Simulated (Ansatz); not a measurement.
# Si: from supercell energies to defect levels (C interstitial)

All numbers below come from DFT r2SCAN, scalar-relativistic, plane waves, PAW (Ansatz). Settings: 500 eV cutoff, 2×2×2 k-mesh, shifted by half a step, Gaussian smearing of 0.01 eV, collinear spin in charge +1 alone.

Host crystal, relaxed:

```yaml
crystal:
  lattice:
    - [0.00000, 2.72185, 2.72185]
    - [2.72185, 0.00000, 2.72185]
    - [2.72185, 2.72185, 0.00000]
  atoms:
    - { symbol: Si, position: [0.75000, 0.75000, 0.75000] }
    - { symbol: Si, position: [0.50000, 0.50000, 0.50000] }
```

The C interstitial was set at (0.000, 0.000, 0.000) of the host cell, in a supercell of 32 sites (645 Å³), relaxed at fixed cell in each charge q, from a start with the atoms near it displaced at random. In charges +1, 0 some atom moved by up to 1.7 Å, so the relaxed defect can differ in kind from the start: near the site, 4 Si at 2.36 Å, 6 Si at 2.72 Å became 1 Si at 1.76 Å, 2 Si at 1.85 Å (charge +1); 1 Si at 1.74 Å, 2 Si at 1.81 Å (charge 0). The host's Kohn–Sham gap is 0.77 eV and its static dielectric constant 11.7 (mean). For each charge: the supercell's free energy over the neutral one with q electrons exchanged at the valence band top, F(q) − F(0) + qE_v; the image-charge term; and the term that aligns the potential far from the defect with the host's.

With moments and this functional the run may sit in a state above the lowest one.

```json
{"q": "+1", "F(q) − F(0) + qE_v (eV)": "-0.367", "image charge (eV)": "0.206", "alignment (eV)": "0.099"}
{"q": "0", "F(q) − F(0) + qE_v (eV)": "0.000", "image charge (eV)": "0.000", "alignment (eV)": "0.000"}
```

Add the terms and find the levels between neighbouring charges, ε(q/q′) = [A(q′) − A(q)]/(q − q′), with and without the two corrections.

A(q): -0.063 eV for +1, 0.000 eV for 0.
| level | corrected (eV over E_v) | uncorrected (eV) |
| --- | --- | --- |
| (+1/0) | 0.06 | 0.37 |

As a check, a point charge in a simple cubic cell of this volume has q²αe²/(2εL) = 0.202 q² eV (e² = 14.40 eV Å, α = 2.837, L = 8.64 Å); the shape of the real cell can change it somewhat. The term grows as q², so it pushes donor levels down and acceptor levels up.

Which of these charges is lowest with the Fermi level at the valence band top, at mid-gap and at the conduction band bottom?

The line A(q) + qE_F that lies lowest gives the charge: +1 at E_F = 0.00 eV, 0 at E_F = 0.38 eV, 0 at E_F = 0.77 eV. Charges beyond those computed could lie lower near the band edges.

The neutral defect forms at 3.61 eV with atoms taken from and returned to the elements. What are the formation energies at those three Fermi levels, and what share of sites would hold the defect at 1200 K with E_F at mid-gap, if the host still stood at that temperature?

E_f = E_f(0) + A(q) + qE_F = 3.55, 3.61, 3.61 eV. In the dilute limit the share is exp(−E_f/k_BT) = exp(−3.613/0.1034) = 6.7×10⁻¹⁶, leaving out degeneracy and vibrational entropy. This is the C-rich limit; a poorer supply of C, or a competing compound of it, raises E_f. The small cell and the narrow Kohn–Sham gap leave errors of tenths of an eV or more, which change the share by orders of magnitude.

Cost: 3 runs of about 81 core-minutes in all, on Intel Xeon Processor @ 2.50GHz (Skylake/Cascade Lake) (shared hosts).